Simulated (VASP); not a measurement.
Wanted: the native input for a VASP 6.6.1 run.

```
Task                   : single point
Functional             : PBEsol
Potentials or basis    : VASP PAW PBE potentials, release 64 (Ta_pv, H)
Cutoff                 : 520 eV
k mesh                 : 16 × 16 × 10
Occupations            : gaussian, width 0.1 eV
Spin                   : non-collinear spin, zero start, spin-orbit coupling
Starting moments       : [[0.0, 0.0, 0.0], [0.0, 0.0, 0.0], [0.0, 0.0, 0.0]] μB
Further INCAR settings : ALGO = Fast; EDIFF = 1e-06
```

The structure of Ta2H lies in POSCAR:

```
Ta2H
1.0
    1.6883400000     -2.3657800000      0.0000000000
    1.6883400000      2.3657800000      0.0000000000
    0.0000000000      0.0000000000      4.7617500000
Ta H
2 1
Direct
    1.0000000000      0.5000000000      0.2644300000
    0.5000000000      0.0000000000      0.7355700000
    0.0000000000      0.0000000000      1.0000000000
```

The cell comes from a database or a generator and needn't be the stable form of this composition.

These files were run (other wordings do the same):

INCAR

```
SYSTEM = Ta2H
  ALGO = Fast
  EDIFF = 1E-6
  ENCUT = 520
  GGA = PS
  GGA_COMPAT = .FALSE.
  ISIF = 2
  ISMEAR = 0
  LASPH = .TRUE.
  LCHARG = .FALSE.
  LMAXMIX = 4
  LORBIT = 11
  LREAL = .FALSE.
  LSORBIT = .TRUE.
  LWAVE = .FALSE.
  MAGMOM = 0 0 0 0 0 0 0 0 0
  NELM = 60
  PREC = Accurate
  SIGMA = 0.1
```

KPOINTS

```
k-points
0
G
  16 16 10
  0 0 0
```

Potentials or basis: VASP PAW PBE potentials, release 64 (Ta_pv, H).

Run with:

```sh
$ cat potpaw_PBE.64/Ta_pv/POTCAR potpaw_PBE.64/H/POTCAR > POTCAR
$ mpirun -np 1 vasp_ncl > vasp.out
```

It gave:

```
Pressure                                              : 0.0 GPa
Largest force                                         : 0.008 eV/Å
Net moment                                            : 0.00 μB per cell
Valence electrons inside the program's atomic spheres : Ta 8.94; H 0.62
```

Caveat: the PAW data sets were made with another functional, which shifts forces and pressure a little.

It took 14 min on 1 thread of Intel(R) Xeon(R) 6975P-C (Granite Rapids), with other jobs on the host, peak memory 1 GiB.
